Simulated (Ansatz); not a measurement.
# CdI2: the cost of one run

Method: DFT PBEsol, with the methods named in each step, in Ansatz 0.2.0.

## 1. The structure to begin with

It takes space group P-3m1 (No. 164, trigonal). The conventional cell has a = 4.221 Å, b = 4.221 Å, c = 6.934 Å, α = 90.00°, β = 90.00°, γ = 120.00°. Cd (site symmetry -3m) is surrounded by 6 I at 2.97 Å. I (site symmetry 3m) is surrounded by 3 Cd at 2.97 Å.

As a file:

```xyz
3
Lattice="4.2210 0.0000 0.0000 -2.1105 3.6555 0.0000 0.0000 0.0000 6.9339" Properties=species:S:1:pos:R:3 pbc="T T T"
Cd    0.0000    0.0000    0.0000
I     0.0000    2.4370    1.7034
I     2.1105    1.2185    5.2305
```

Whether this phase is the stable one at these pressures isn't tested.

Atoms are numbered in the order of the input: Cd1, I2, I3.

## 2. The reference volume, LAPW

File input.yaml:

```yaml
crystal:
  lattice:
    - [4.2210132393, 0.0, 0.0]
    - [-2.1105066197, 3.655504695, 0.0]
    - [0.0, 0.0, 6.9339087915]
  atoms:
    - { symbol: Cd, position: [0.0, 0.0, 0.0] }
    - { symbol: I, position: [0.3333333333, 0.6666666667, 0.2456654408] }
    - { symbol: I, position: [0.6666666667, 0.3333333333, 0.7543345592] }
kpoints:
  mp_grid: { grid: [8, 8, 4] }
  band_path:
    path:
      - [0.0, 0.0, 0.0]
      - [0.5, 0.0, 0.0]
      - [0.3333333333, 0.3333333333, 0.0]
      - [0.0, 0.0, 0.0]
      - [0.0, 0.0, 0.5]
      - [0.5, 0.0, 0.5]
      - [0.3333333333, 0.3333333333, 0.5]
      - [0.0, 0.0, 0.5]
      - [0.5, 0.0, 0.5]
    npoints: 14
scf:
  occupations: { method: fermi_dirac, width: 0.03 }
hamiltonian:
  xc: pbesol
  pseudopotentials: { kind: all_electron, lapw: { basis_error: 0.001 } }
output:
  forces: true
  stress: true
  eigenvalues: true
  populations: true
```

Run with:

```sh
$ ansatz run input.yaml --threads 1 --pin off --max-ram 3072MiB --backend cpu --events-out ev --progress --plain --runs-dir out
```

What time and memory should one allow on 1 thread of Arm Neoverse V1, shared host?

About 59 s, with a peak of 0.45 GiB.
